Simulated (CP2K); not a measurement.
Set up this calculation in CP2K 2026.2, as the native input.

* Task: single point
* Functional: PBE
* Potentials or basis: POTENTIAL_UZH Pd GTH-PBE-q18; TZVP-MOLOPT-PBE-GTH basis
* Density cutoff: 6803 eV
* k mesh: 12 × 12 × 12
* Occupations: fermi-dirac, width 0.05 eV
* Spin: no spin polarisation
* SCF solver: diagonalisation with k points
* Quickstep method: GPW
* EPS_DEFAULT: 1.0E-9
* EPS_SCF: 1.0E-6
* MAX_SCF: 100
* SCF_GUESS: ATOMIC
* k points reduced by the point group: yes
* Mesh centred on Gamma: yes
* CHOLESKY: OFF
* EPS_EIGVAL: 1.0E-7
* MIXING METHOD: BROYDEN_MIXING
* MIXING ALPHA: 0.4
* NBUFFER: 8
* NGRIDS: 4
* Basis sets: Pd TZVP-MOLOPT-PBE-GTH-q18
* Potentials: Pd GTH-PBE-q18 of POTENTIAL_UZH
* ADDED_MOS: [11]
* REL_CUTOFF (Ry): 60 Ry
* MIXING BETA (1/bohr): 1.5 1/bohr
* CUTOFF of the grids: 500 Ry

The system is Pd.

```
Pd
1.0
     2.75277    0.00000    0.00000
     1.37638    2.38397    0.00000
     1.37638    0.79466    2.24762
Pd
1
Direct
  0.00000 0.00000 0.00000
```

These files were run (other wordings do the same):

pd_scf.inp

```
&GLOBAL
  PROJECT pd_scf
  RUN_TYPE ENERGY_FORCE
  PRINT_LEVEL LOW
&END GLOBAL
&FORCE_EVAL
  METHOD QS
  STRESS_TENSOR ANALYTICAL
  &DFT
    BASIS_SET_FILE_NAME BASIS_MOLOPT_UZH
    POTENTIAL_FILE_NAME POTENTIAL_UZH
    &MGRID
      CUTOFF 500
      REL_CUTOFF 60
      NGRIDS 4
    &END MGRID
    &QS
      METHOD GPW
      EPS_DEFAULT 1.0E-9
    &END QS
    &KPOINTS
      SCHEME MONKHORST-PACK 12 12 12
      GAMMA_CENTERED T
      SYMMETRY T
      SYMMETRY_BACKEND SPGLIB
    &END KPOINTS
    &SCF
      SCF_GUESS ATOMIC
      EPS_SCF 1.0E-6
      MAX_SCF 100
      ADDED_MOS 11
      CHOLESKY OFF
      EPS_EIGVAL 1.0E-7
      &DIAGONALIZATION ON
        ALGORITHM STANDARD
      &END DIAGONALIZATION
      &MIXING ON
        METHOD BROYDEN_MIXING
        ALPHA 0.4
        BETA 1.5
        NBUFFER 8
      &END MIXING
      &SMEAR ON
        METHOD FERMI_DIRAC
        ELECTRONIC_TEMPERATURE 580.23
      &END SMEAR
    &END SCF
    &XC
      &XC_FUNCTIONAL PBE
      &END XC_FUNCTIONAL
    &END XC
    &PRINT
      &KPOINTS ON
      &END KPOINTS
      &MULLIKEN ON
      &END MULLIKEN
      &MO ON
        ENERGIES T
        OCCUPATION_NUMBERS T
        &EACH
          QS_SCF 0
        &END EACH
        ADD_LAST NUMERIC
      &END MO
      &LOWDIN ON
      &END LOWDIN
      &HIRSHFELD ON
        SHAPE_FUNCTION DENSITY
      &END HIRSHFELD
    &END PRINT
  &END DFT
  &SUBSYS
    &CELL
      ABC 2.7527666992 2.7527666992 2.7527666992
      ALPHA_BETA_GAMMA 60.0000000001 60.0000000001 60.0000000000
      PERIODIC XYZ
    &END CELL
    &COORD
      SCALED
      Pd  0.0000000000 0.0000000000 0.0000000000
    &END COORD
    &KIND Pd
      BASIS_SET TZVP-MOLOPT-PBE-GTH-q18
      POTENTIAL GTH-PBE-q18
    &END KIND
    &PRINT
      &ATOMIC_COORDINATES ON
      &END ATOMIC_COORDINATES
      &CELL ON
      &END CELL
    &END PRINT
  &END SUBSYS
  &PRINT
    &FORCES ON
    &END FORCES
    &STRESS_TENSOR ON
    &END STRESS_TENSOR
  &END PRINT
&END FORCE_EVAL
```

Potentials or basis: POTENTIAL_UZH Pd GTH-PBE-q18; TZVP-MOLOPT-PBE-GTH basis.

Run with:

```sh
$ OMP_NUM_THREADS=1 cp2k.psmp -i pd_scf.inp -o pd_scf.out
```

It gave:

```json
{"Pressure": "9.0 GPa", "Band gap on the k mesh": "none (metal or under the smearing width)"}
```

Caveat: the basis of atomic orbitals isn't converged, which shifts pressures, moduli and gaps.

It took 100 s on 1 thread of Arm Neoverse V1, on a shared host, peak memory 0.27 GiB.
